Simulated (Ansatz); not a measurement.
Crystal: Sn.

```
Sn
1.0
     0.00000    3.23334    3.23334
     3.23334    0.00000    3.23334
     3.23334    3.23334    0.00000
Sn
2
Direct
  0.75000 0.75000 0.75000
  0.50000 0.50000 0.50000
```

This isn't the form of Sn at room conditions, which is tetragonal (white tin).

* Program: Ansatz 0.2.0
* Task: relaxation of cell and atoms
* Functional: PBE
* Dispersion: D3(BJ)
* Potentials or basis: all-electron LAPW, scalar-relativistic
* Basis error allowed: 0.001 eV/atom
* k mesh: 7 × 7 × 7
* Occupations: fermi-dirac, width 0.05 eV
* Spin: no spin polarisation

At the start: volume 33.80 Å³/atom.

**Question.** How do energy, volume and symmetry change on relaxing?

**Answer.** Over 5 steps the energy falls by 11.2 meV/atom and the volume is 35.51 Å³/atom (+5.1 %); space group Fd-3m (No. 227, to 0.05 Å).

The path:
```tsv
step	energy change (eV)	largest force (eV/Å)	volume (Å³)
1	0.0000	0.0000	67.61
2	-0.0161	0.0000	73.01
3	-0.0223	0.0000	71.25
4	-0.0224	0.0000	71.02
5	-0.0224	0.0000	71.02
```

Final structure:
```
CELL_PARAMETERS angstrom
0.00000 3.28690 3.28690
3.28690 0.00000 3.28690
3.28690 3.28690 0.00000
ATOMIC_POSITIONS crystal
Sn 0.75000 0.75000 0.75000
Sn 0.50000 0.50000 0.50000
```
